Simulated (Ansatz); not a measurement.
Structure: KI (Fm-3m) from a database structure, at its r2SCAN minimum. Space group Fm-3m (No. 225), cubic; a = 7.089 Å in the conventional setting, 44.53 Å³ an atom. K is surrounded by 6 I at 3.54 Å; I is surrounded by 6 K at 3.54 Å.

The questions ask for values computed with Ansatz on this geometry. (Simulation; no magnetic order is allowed.)

Given (6×6×6 mesh): PBE gives a direct gap of 3.94 eV at Γ.

Question: How does the gap change from PBE to r2SCAN (6×6×6)?

Answer: The r2SCAN gap is direct at Γ: 4.59 eV. The gap differs by +0.65 eV from PBE's.

Question: How does the gap change from PBE to HSE06+SOC (4×4×4)?

Answer: With HSE06+SOC the gap is 4.60 eV and direct, at Γ. Spin-orbit coupling itself accounts for -0.34 eV. The gap differs by +0.66 eV from PBE's.

Question: Order these levels by the gap that they give, smallest first.
A. DDH-PBE0
B. r2SCAN
C. r2SCAN0
D. LC-ωPBE
E. HSE06
F. PBE0
G. LDA
H. PBE

Answer: G (3.58 eV), H (3.94 eV), B (4.59 eV), E (4.94 eV), F (5.63 eV), C (5.96 eV), A (6.32 eV), D (9.80 eV).

Question: What does G0W0@PBE with 659 empty bands, a screening cutoff of 220 eV and a 4×4×4 mesh give?

Answer: 6.14 eV (PBE's gap over the path plus the quasiparticle shift read on the mesh). The quasiparticle gap on this mesh is 6.13 eV (direct at Γ), against 3.94 eV from PBE: +2.19 eV. Renormalisation factors Z lie between 0.79 and 0.85. The G0W0 figures hold for the stated bands, cutoff and mesh and aren't extrapolated.

Question: What are ε∞ and the Born charges with r2SCAN?

Answer: The clamped-ion dielectric constant comes out as 2.73 in all directions. Born charges, averaged over directions: K +1.12, I -1.12 e.

Only the levels marked +SOC include spin-orbit coupling.

The meshes of the hybrids are coarse, so their gaps aren't converged to the digits shown.
